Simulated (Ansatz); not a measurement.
# Ionic part of the dielectric constant of HfO₂ at 35 GPa, mode by mode

Computed with DFT PBE, scalar-relativistic, plane waves, PAW in Ansatz 0.2.0. Cutoff 420 eV, 8×8×8 k-points (Γ-centred), fixed occupations. No spin polarisation. Phonons by linear response, acoustic sum rule imposed.

The structure is cubic, space group Fm-3m (No. 225). Conventional cell: a = 4.910 Å, b = 4.910 Å, c = 4.910 Å, α = 90.00°, β = 90.00°, γ = 90.00°. Hf (site symmetry m-3m) is surrounded by 8 O at 2.13 Å. O (site symmetry -43m) is surrounded by 4 Hf at 2.13 Å.

Spin–orbit coupling is left out, which matters for heavy elements. Other phases may be more stable at this pressure.

The primitive cell has V = 29.60 Å³ and ε∞,xx = 5.268. Each polar mode adds Δε = (4.92064×10⁷/V)·S/ν² along x, with S its oscillator strength in e²/amu, ν in cm⁻¹ and V in Å³.

Question: From these modes, find each Δε and ε0,xx.
```tsv
ν (cm⁻¹)	S_xx (e²/amu)
326.1	1.153
```

Answer:
```json
{"ν (cm⁻¹)": "326.1", "Δε": "18.03"}
```

The sum is 18.033, so ε0,xx = 23.30; the run's tensor has 23.30.

Question: Where do the longitudinal modes lie for a wave vector along x?

Answer: At 686 cm⁻¹. The Lyddane–Sachs–Teller product Π(ν_LO/ν_TO)² = 4.42 matches ε0/ε∞ = 4.42.

This fluorite-type form isn't the usual stable structure of the compound at low pressure.

Cost: 1 run of about 0.39 core-minutes, on Intel Xeon Platinum 8488C (Sapphire Rapids) (shared hosts).